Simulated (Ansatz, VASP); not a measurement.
# SrCl2: VASP beside Ansatz

INCAR

```
PREC     = Accurate       # precision mode
ENCUT    = 520            # plane-wave cutoff, eV
EDIFF    = 1E-7           # SCF threshold, eV
ISMEAR   = -1             # smearing method
SIGMA    = 0.02           # smearing width, eV
LREAL    = F              # projectors in reciprocal space
LASPH    = T              # aspherical terms in the spheres
NELM     = 60             # most SCF steps
ALGO     = Normal         # electronic algorithm
ISIF     = 2              # what is computed and relaxed
LWAVE    = F              # write WAVECAR
LCHARG   = F              # write CHGCAR
GGA      = PE             # functional
NBANDS   = 19             # bands
```

KPOINTS

```
regular mesh
0
Gamma
  6 6 6
```

The input POSCAR:

```
SrCl2
1.0
    0.0000000000      3.4976593225      3.4976593225
    3.4976593225      0.0000000000      3.4976593225
    3.4976593225      3.4976593225      0.0000000000
Sr Cl
1 2
Direct
    0.0000000000      0.0000000000      0.0000000000
    0.7500000000      0.7500000000      0.7500000000
    0.2500000000      0.2500000000      0.2500000000
```

Input for Ansatz:

```yaml
crystal:
  lattice:
    - [0.0, 3.4976593225, 3.4976593225]
    - [3.4976593225, 0.0, 3.4976593225]
    - [3.4976593225, 3.4976593225, 0.0]
  atoms:
    - { symbol: Sr, position: [0.0, 0.0, 0.0] }
    - { symbol: Cl, position: [0.75, 0.75, 0.75] }
    - { symbol: Cl, position: [0.25, 0.25, 0.25] }
kpoints:
  mp_grid: { grid: [6, 6, 6] }
  band_path:
    path:
      - [[0.0, 0.0, 0.0], [0.5, 5.030494661935e-35, 0.5], [0.625, 0.25, 0.625]]
      - [[0.375, 0.375, 0.75], [0.0, 0.0, 0.0], [0.5, 0.5, 0.5], [0.5, 0.25, 0.75], [0.5, 5.030494661935e-35, 0.5]]
    npoints: 10
hamiltonian:
  xc: pbe
scf:
  occupations: { method: fermi_dirac, width: 0.02 }
  n_extra_bands: 4
output:
  forces: true
  stress: true
  eigenvalues: true
  write_density: true
  write_potential: true
  elf: true
  volumetric_format: npy
```

The cell is a database's computed one.

Alike in both runs: task single point; functional PBE; k mesh 6 × 6 × 6; occupations fermi-dirac, width 0.02 eV; no spin polarisation.

```csv
,VASP,Ansatz
version,VASP 6.6.1,Ansatz 0.2.0
potentials or method,"VASP PAW PBE potentials, release 64 (Sr_sv, Cl)","plane waves, PAW"
plane-wave cutoff (eV),520,420
valence electrons in the cell,24,24
```

VASP gave:

- gap on the k mesh at the Fermi level (eV): 5.31
- pressure (GPa): 0.8

Task: What did Ansatz give for the same quantities?

Result: gap on the k mesh at the Fermi level (eV): 5.31; pressure (GPa): 0.7.

A k mesh can miss the band edges.
